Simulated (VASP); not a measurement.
# GaN (P6_3mc) in VASP: electric field gradients with PBEsol

Aim: the electric field gradients of GaN with PBEsol.

All numbers are computed with VASP 6.6.1; they aren't measurements. Logs are shortened: lines on timing, memory, paths and dates and some standing lists are left out, and cuts for length are marked.

**Measured values to compare with.**

“Studying electronic properties in GaN without electrical contacts using γ-γ vs e−-γ Perturbed Angular Correlations”, 2019, pmc:6823545 quotes, for a bulk crystal of GaN: band gap 3.503 ± 0.005 eV (direct).

The runs below are set against these values where they give the same quantity.

## 1. The crystal as given

The structure is hexagonal, space group P6_3mc (No. 186). The conventional cell has a = 3.180 Å, b = 3.180 Å, c = 5.166 Å, α = 90.00°, β = 90.00°, γ = 120.00°. Ga (site symmetry 3m) is surrounded by 4 N at 1.94 to 1.95 Å. N (site symmetry 3m) is surrounded by 4 Ga at 1.94 to 1.95 Å.

## 2. Electric field gradients, PBEsol

Input file INCAR:

```
SYSTEM = GaN
PREC     = Accurate       ! precision mode
ENCUT    = 520            ! plane-wave cutoff, eV
EDIFF    = 1E-7           ! SCF threshold, eV
ISMEAR   = -1             ! smearing method
SIGMA    = 0.02           ! smearing width, eV
LREAL    = .False.        ! projectors in reciprocal space
LASPH    = .True.         ! aspherical terms in the spheres
NELM     = 80             ! most SCF steps
ALGO     = Normal         ! electronic algorithm
ISIF     = 2              ! what is computed and relaxed
LWAVE    = .False.        ! write WAVECAR
LCHARG   = .False.        ! write CHGCAR
GGA      = PS             ! functional
LEFG     = .True.
```

Input file KPOINTS:

```
Automatic mesh
0
Gamma
  8 8 5
  0 0 0
```

Input file POSCAR:

```
GaN
1.0
    3.1800000000      0.0000000000      0.0000000000
   -1.5900000000      2.7539607840      0.0000000000
    0.0000000000      0.0000000000      5.1660000000
Ga N
2 2
Direct
    0.3333333333      0.6666666667      0.0000000000
    0.6666666667      0.3333333333      0.5000000000
    0.3333333333      0.6666666667      0.3750000000
    0.6666666667      0.3333333333      0.8750000000
```

Potentials or basis: VASP PAW PBE potentials, release 64 (Ga_d, N).

Run with:

```console
> cat potpaw_PBE.64/Ga_d/POTCAR potpaw_PBE.64/N/POTCAR > POTCAR
> mpirun -np 1 vasp_std > vasp.out
```

OUTCAR:

```text
SYSTEM = GaN
   PREC = Accurate
   ENCUT = 520
   EDIFF = 1E-7
   ISMEAR = -1
   LREAL = .False.
   LASPH = .True.
   NELM = 80
   ISIF = 2
   GGA = PS

 ion  position               nearest neighbor table
   1  0.333  0.667  0.000-   3 1.94   4 1.95   4 1.95   4 1.95
   2  0.667  0.333  0.500-   4 1.94   3 1.95   3 1.95   3 1.95
   3  0.333  0.667  0.375-   1 1.94   2 1.95   2 1.95   2 1.95
   4  0.667  0.333  0.875-   2 1.94   1 1.95   1 1.95   1 1.95

  LATTYP: Found a hexagonal cell.
 ALAT       =     3.1800000000
 C/A-ratio  =     1.6245283019

  Lattice vectors:

 A1 = (   3.1800000000,   0.0000000000,   0.0000000000)
 A2 = (  -1.5900000000,   2.7539607840,   0.0000000000)
 A3 = (   0.0000000000,   0.0000000000,   5.1660000000)

Analysis of symmetry for initial positions (statically):
=====================================================================
 Subroutine PRICEL returns:
 Original cell was already a primitive cell.

 Routine SETGRP: Setting up the symmetry group for a
 hexagonal supercell.

 Subroutine GETGRP returns: Found 12 space group operations
 (whereof  6 operations were pure point group operations)
 out of a pool of 24 trial point group operations.

The static configuration has the point symmetry C_3v.
 The point group associated with its full space group is C_6v.

Analysis of symmetry for dynamics (positions and initial velocities):
=====================================================================
 Subroutine PRICEL returns:
 Original cell was already a primitive cell.

 Routine SETGRP: Setting up the symmetry group for a
 hexagonal supercell.

 Subroutine GETGRP returns: Found 12 space group operations
 (whereof  6 operations were pure point group operations)
 out of a pool of 24 trial point group operations.

The dynamic configuration has the point symmetry C_3v.
 The point group associated with its full space group is C_6v.

 Subroutine INISYM returns: Found 12 space group operations
 (whereof  6 operations are pure point group operations),
 and found     1 'primitive' translations

----------------------------------------------------------------------------------------

                                     Primitive cell

  volume of cell :      45.2417

  direct lattice vectors                    reciprocal lattice vectors
     3.180000000  0.000000000  0.000000000     0.314465409  0.181556688  0.000000000
    -1.590000000  2.753960784  0.000000000     0.000000000  0.363113377  0.000000000
     0.000000000  0.000000000  5.166000000     0.000000000  0.000000000  0.193573364

  length of vectors
     3.180000000  3.180000000  5.166000000     0.363113377  0.363113377  0.193573364

  position of ions in fractional coordinates (direct lattice)
     0.333333333  0.666666667  0.000000000
     0.666666667  0.333333333  0.500000000
     0.333333333  0.666666667  0.375000000
     0.666666667  0.333333333  0.875000000

  ion indices of the primitive-cell ions
   primitive index   ion index
                 1           1
                 2           2
                 3           3
                 4           4

----------------------------------------------------------------------------------------

 KPOINTS: Automatic mesh

Automatic generation of k-mesh.
 Grid dimensions read from file:
 generate k-points for:    8    8    5

 Generating k-lattice:

  Cartesian coordinates                     Fractional coordinates (reciprocal lattice)
     0.039308176  0.022694586  0.000000000     0.125000000  0.000000000  0.000000000
     0.000000000  0.045389172  0.000000000     0.000000000  0.125000000  0.000000000
     0.000000000  0.000000000  0.038714673     0.000000000  0.000000000  0.200000000

  Length of vectors
     0.045389172  0.045389172  0.038714673

  Shift w.r.t. Gamma in fractional coordinates (k-lattice)
     0.000000000  0.000000000  0.000000000

 Subroutine IBZKPT returns following result:
 ===========================================

 Found     30 irreducible k-points:

 Following reciprocal coordinates:
            Coordinates               Weight
  0.000000  0.000000  0.000000      1.000000
  0.125000  0.000000  0.000000      6.000000
  0.250000  0.000000  0.000000      6.000000
  0.375000 -0.000000  0.000000      6.000000
  0.500000  0.000000  0.000000      3.000000
  0.125000  0.125000  0.000000      6.000000
[... 16 lines left out ...]
  0.250000  0.000000  0.400000     12.000000
  0.375000 -0.000000  0.400000     12.000000
 [... further k-points ...]
   k-points           NKPTS =     30   k-points in BZ     NKDIM =     30   number of bands    NBANDS=     22
   number of dos      NEDOS =    301   number of ions     NIONS =      4
   total plane-waves  NPLWV =  23040
   dimension x,y,z NGX =    24 NGY =   24 NGZ =   40
   dimension x,y,z NGXF=    48 NGYF=   48 NGZF=   80
   ions per type =               2   2
   NGX,Y,Z   is equivalent  to a cutoff of  12.55, 12.55, 12.87 a.u.
   NGXF,Y,Z  is equivalent  to a cutoff of  25.09, 25.09, 25.74 a.u.
 SYSTEM =  GaN
   PREC   = accura    normal or accurate (medium, high low for compatibility)
   ISTART =      0    job   : 0-new  1-cont  2-samecut
   ICHARG =      2    charge: 1-file 2-atom 10-const
   ISPIN  =      1    spin polarized calculation?
   LNONCOLLINEAR =      F non collinear calculations
   LSORBIT =      F    spin-orbit coupling
   LASPH  =      T    aspherical Exc in radial PAW
   ENCUT  =  520.0 eV  38.22 Ry    6.18 a.u.   5.91  5.91  9.61*2*pi/ulx,y,z
   NELM   =     80;   NELMIN=  2; NELMDL= -5     # of ELM steps
   EDIFF  = 0.1E-06   stopping-criterion for ELM
   LREAL  =      F    real-space projection
   EDIFFG = 0.1E-05   stopping-criterion for IOM
   NSW    =      0    number of steps for IOM
   IBRION =     -1    ionic relax: 0-MD 1-quasi-New 2-CG
   NFREE  =      0    steps in history (QN), initial steepest desc. (CG)
   ISIF   =      2    stress and relaxation
   ISYM   =      2    0-nonsym 1-usesym 2-fastsym
   POTIM  = 0.5000    time-step for ionic-motion
   TEBEG  =    0.0;   TEEND  =   0.0 temperature during run
   PSTRESS=    0.0 pullay stress
   NELECT =      36.0000    total number of electrons
   NUPDOWN=      -1.0000    fix difference up-down
   EMIN   =  10.00;   EMAX   =-10.00  energy-range for DOS
   EFERMI =   0.00;   METHOD = LEGACY
   ISMEAR =    -1;   SIGMA  =   0.02  broadening in eV -4-tet -1-fermi 0-gaus
   EFERMI_NEDOS =   21; number of points for ismear=-14 and -15
   IALGO  =     38    algorithm
   IMIX   =      4    mixing-type and parameters
     AMIX     =   0.40;   BMIX     =  1.00
     AMIX_MAG =   1.60;   BMIX_MAG =  1.00
  volume/ion in A,a.u.               =      11.31        76.33
  Fermi-wavevector in a.u.,A,eV,Ry     =   1.517036  2.866782 31.312427  2.301398
  Thomas-Fermi vector in A             =   2.626345
   LORBIT       =      0    0 simple, 1 ext, 2 COOP (PROOUT), +10 PAW based schemes
   GGA     = PS    functional components
   LHFCALC =     F    Hartree Fock is set to
   AEXX    =    0.0000 exact exchange contribution
   IVDW    =     0    specifies the selected vdW correction
   LEPSILON=     F    determine dielectric tensor
   LRPA    =     F    only Hartree local field effects (RPA)
 non-spin polarized calculation
  energy-cutoff  :      520.00
  volume of cell :       45.24
 maximum number of plane-waves:      1236
 NGX is ok and might be reduce to    24
   NGX = 11   NGY = 11   NGZ = 19

 number of electron      36.0000002 magnetization

 Free energy of the ion-electron system (eV)
  ---------------------------------------------------
  ext. energy  EPLUGINS =         0.00000000
  ---------------------------------------------------
  free energy    TOTEN  =       -26.26584510 eV

  energy without entropy =      -26.26584510  energy(sigma->0) =      -26.26584510

 E-fermi :   5.7131     XC(G=0): -11.9573

 val. band max:        5.3007411160   @ k =   0.0000   0.0000   0.0000
 cond. band min:       7.2273313044   @ k =   0.0000   0.0000   0.0000
 fundamental gap:      1.9265901884
 Fermi energy:         5.7130938073

 k-point     1 :       0.0000    0.0000    0.0000
  band No.  band energies     occupation
      1     -10.7690      2.00000
      2      -9.7746      2.00000
      3      -8.1183      2.00000
      4      -8.0962      2.00000
      5      -8.0962      2.00000
      6      -8.0309      2.00000
[... 574 lines left out ...]
      6      -7.9069      2.00000
[... 14 lines left out ...]
     21      12.8276      0.00000
     22      13.3388      0.00000

 [... further k-points ...]
[... 5 lines left out ...]
  --------------------------------------------------------------------------------------
  -------------------------------------------------------------------------------------
  Total        0.0277272      0.0277272      0.6234471      0.0000000      0.0000000      0.0000000
  in kB        0.9819225      0.9819225     22.0785691      0.0000000      0.0000000      0.0000000
  external PRESSURE =       8.0141380 kB  Pullay stress =       0.0000000 kB

 VOLUME and BASIS-vectors are now :
 -----------------------------------------------------------------------------
  energy-cutoff  :      520.00
  volume of cell :       45.24
      direct lattice vectors                 reciprocal lattice vectors
     3.180000000  0.000000000  0.000000000     0.314465409  0.181556688  0.000000000
    -1.590000000  2.753960784  0.000000000     0.000000000  0.363113377  0.000000000
     0.000000000  0.000000000  5.166000000     0.000000000  0.000000000  0.193573364

 POSITION                                       TOTAL-FORCE (eV/Angst)
 -----------------------------------------------------------------------------------
     -0.00000      1.83597      0.00000         0.000000      0.000000     -0.131052
      1.59000      0.91799      2.58300         0.000000      0.000000     -0.131052
     -0.00000      1.83597      1.93725         0.000000      0.000000      0.131052
      1.59000      0.91799      4.52025        -0.000000      0.000000      0.131052
 -----------------------------------------------------------------------------------
    total drift:                               -0.000001     -0.000001      0.000040

  FREE ENERGIE OF THE ION-ELECTRON SYSTEM (eV)
  ---------------------------------------------------
  free  energy   TOTEN  =       -26.2658451022 eV

  energy  without entropy=      -26.2658451022  energy(sigma->0) =      -26.26584510

 Electric field gradients (V/A^2)
---------------------------------------------------------------------
 ion       V_xx      V_yy      V_zz      V_xy      V_xz      V_yz
---------------------------------------------------------------------
   1       1.188     1.192    -2.380     0.004    -0.000     0.000
   2       1.188     1.192    -2.380     0.004     0.000    -0.000
   3      -0.389    -0.390     0.778    -0.001    -0.000     0.000
   4      -0.389    -0.390     0.778    -0.001     0.000    -0.000
---------------------------------------------------------------------

 Electric field gradients after diagonalization (V/A^2)
 (convention: |V_zz| > |V_xx| > |V_yy|)
----------------------------------------------------------------------
 ion       V_xx      V_yy      V_zz     asymmetry (V_yy - V_xx)/ V_zz
----------------------------------------------------------------------
   1       1.194     1.185    -2.380       0.004
   2       1.194     1.185    -2.380       0.004
   3      -0.390    -0.388     0.778       0.003
   4      -0.390    -0.388     0.778       0.003
----------------------------------------------------------------------

           NMR quadrupolar parameters

 Cq : quadrupolar parameter    Cq=e*Q*V_zz/h
 eta: asymmetry parameters     (V_yy - V_xx)/ V_zz
 Q  : nuclear electric quadrupole moment in mb (millibarn)
----------------------------------------------------------------------
 ion       Cq(MHz)       eta       Q (mb)
----------------------------------------------------------------------
   1      -0.006       0.004       1.000
   2      -0.006       0.004       1.000
   3       0.002       0.003       1.000
   4       0.002       0.003       1.000
----------------------------------------------------------------------
```

Run time: 24 s. Hardware: 1 thread of Intel Xeon Platinum 8375C at 2.90GHz (Ice Lake), shared host; peak memory 0.17 GiB.

What came out:

* Free energy: -26.2658 eV
* Pressure: 0.8 GPa
* Largest force: 0.131 eV/Å
* Band gap on the k mesh: 1.93 eV, direct

Forces in eV/Å, atoms in the order of the input:
```
Ga   0.000  0.000 -0.131
Ga   0.000  0.000 -0.131
N    0.000  0.000  0.131
N    0.000  0.000  0.131
```

Stress tensor (GPa, compression positive):
```
0.10 0.00 0.00
0.00 0.10 0.00
0.00 0.00 2.21
```

Electric field gradients, principal values (V/Å²):
```tsv
atom	Vxx	Vyy	Vzz
1 Ga	1.185	1.194	-2.380
2 Ga	1.185	1.194	-2.380
3 N	-0.388	-0.390	0.778
4 N	-0.388	-0.390	0.778
```

Caveat: the PAW data sets were made with another functional, which shifts forces and pressure a little.

## 3. How close it comes

Step 2. A measured gap of GaN is 3.503 eV (direct; quoted in “Studying electronic properties in GaN without electrical contacts using γ-γ vs e−-γ Perturbed Angular Correlations”, 2019, pmc:6823545); the calculated 1.93 eV misses it by -1.58 eV. Spin-orbit coupling on Ga is left out. The value is that of PBEsol, without temperature or zero-point motion. Semilocal functionals fall short of measured gaps as a rule.
